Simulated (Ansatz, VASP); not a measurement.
**Se: VASP beside Ansatz**

```
CELL_PARAMETERS angstrom
2.66995 0.00000 0.00000
0.00000 2.66995 0.00000
0.00000 0.00000 2.66995
ATOMIC_POSITIONS crystal
Se 0.00000 0.00000 0.00000
```

Alike in both runs: task single point; functional PBEsol; k mesh 13 × 13 × 13; occupations fermi-dirac, width 0.1 eV; no spin polarisation.

```csv
,VASP,Ansatz
version,VASP 6.6.1,Ansatz 0.2.0
potentials or method,"VASP PAW PBE potentials, release 64 (Se)","plane waves (420 eV) with PAW, scalar-relativistic"
plane-wave cutoff (eV),520,420
valence electrons in the cell,6,16
```

Ansatz gave:

```
pressure (GPa) : 13.9
```

Task: What did VASP give for the same quantities?

Result: Pressure (GPa): 14.1.

The two sets of potentials don't hold the same shells in valence. Ansatz warned: «pseudo_functional_mismatch».

Caveats: the PAW data sets were made with another functional, which shifts forces and pressure a little (VASP).
